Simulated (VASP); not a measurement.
A run of VASP 6.6.1:

INCAR

```
SYSTEM = KCl
PREC = Accurate ; ENCUT = 600
EDIFF = 1E-8 ; ISMEAR = 0
SIGMA = 0.03 ; LREAL = .FALSE.
LASPH = .TRUE. ; NELM = 80
ALGO = Fast ; ISIF = 2
LWAVE = .FALSE. ; LCHARG = .FALSE.
GGA = PE ; LEPSILON = .TRUE.
```

File KPOINTS:

```
regular mesh
0
Monkhorst
  12 12 12
  0 0 0
```

File POSCAR:

```
KCl                                     
1.0
    0.0000000000      3.1936514230      3.1936514230
    3.1936514230      0.0000000000      3.1936514230
    3.1936514230      3.1936514230      0.0000000000
  K               Cl            
     1     1
Direct
     0.0000000000000000    0.0000000000000000    0.0000000000000000
     0.5000000000000000    0.5000000000000000    0.5000000000000000
```

Potentials or basis: VASP PAW PBE potentials, release 64 (K_sv, Cl).

Launch:

```sh
$ cat potpaw_PBE.64/K_sv/POTCAR potpaw_PBE.64/Cl/POTCAR > POTCAR
$ mpirun -np 1 vasp_std > vasp.out
```

Hardware: 1 thread of Intel(R) Xeon(R) 6975P-C (Granite Rapids), on a shared host.

How long does it take, and how much memory?

Run time: 24 min on 1 thread of Intel(R) Xeon(R) 6975P-C (Granite Rapids), with other jobs on the host, peak memory 1.1 GiB. Counts: scf iterations 179, k points 182.
